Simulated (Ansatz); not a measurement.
## Co: equation of state with PBE

The system is Co.

```xyz
4
Lattice="2.4706 0.0000 0.0000 -1.2353 2.1396 0.0000 0.0000 0.0000 8.0882" Properties=species:S:1:pos:R:3 pbc="T T T"
Co    1.2353    0.7132    6.0662
Co    0.0000    0.0000    4.0441
Co    0.0000    1.4264    2.0221
Co    0.0000    0.0000    0.0000
```

```json
{"Program": "Ansatz 0.2.0", "Task": "equation of state", "Functional": "PBE", "Potentials or basis": "JTH PAW", "Cutoff": "1320 eV", "Density cutoff": "5280 eV", "k mesh": "12 × 12 × 4", "Occupations": "fermi-dirac, width 0.05 eV", "Spin": "collinear spin, ferromagnetic start", "Starting moments": "[2.0, 2.0, 2.0, 2.0] μB"}
```

The equilibrium volume is 10.93 Å³/atom. The bulk modulus at fixed shape and positions is 209 GPa and the pressure derivative of the bulk modulus is 4.0.

Energy against volume, from the lowest point:
| volume (Å³/atom) | energy (meV/atom) |
| --- | --- |
| 10.047 | 53.93 |
| 10.261 | 30.00 |
| 10.475 | 13.46 |
| 10.688 | 3.65 |
| 10.902 | 0.00 |
| 11.116 | 1.91 |
| 11.330 | 8.78 |

All runs of the series together: 8.6 min on 2 threads of Intel(R) Xeon(R) Processor @ 2.50GHz (Skylake/Cascade Lake) (shared host).

Caveat: the cell was scaled at fixed shape and fractional positions, which overstates the stiffness of a crystal with free parameters, most of all of layers and chains.
